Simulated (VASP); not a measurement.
# LiCl: single point with PBE0

LiCl:

```xyz
2
Lattice="3.2711 0.0000 0.0000 0.0000 3.2711 0.0000 0.0000 0.0000 3.2711" Properties=species:S:1:pos:R:3 pbc="T T T"
Li    0.0000    0.0000    0.0000
Cl    1.6356    1.6356    1.6356
```

The cell was built by a generator and needn't be a form met in nature.

```json
{"Program": "VASP 6.6.1", "Task": "single point", "Functional": "PBE0", "Potentials or basis": "VASP PAW PBE potentials, release 64 (Li_sv, Cl)", "Cutoff": "520 eV", "k mesh": "6 × 6 × 6", "Occupations": "gaussian, width 0.01 eV", "Spin": "no spin polarisation"}
```

```
Band gap on the k mesh : 6.41 eV, indirect (least direct gap 7.18 eV)
```

Levels at points of the mesh, in eV from the valence-band top:
```tsv
k point	band 3	band 4	band 5	band 6	band 7	band 8
(0.00, 0.00, 0.00)	-0.89	-0.89	-0.89	6.41	10.76	10.76
(0.50, 0.00, 0.00)	-4.30	-0.38	-0.38	7.89	11.79	12.46
(0.50, 0.50, 0.00)	-3.62	-3.62	0.00	7.18	12.09	12.09
(0.50, 0.50, 0.50)	-2.70	-2.70	-2.70	7.16	7.16	7.16
```

Run time: 6.3 min on 1 thread of AMD EPYC 9R45 96-Core Processor (Zen 5), with other jobs on the host, peak memory 0.12 GiB.

 A k mesh can miss the band edges.
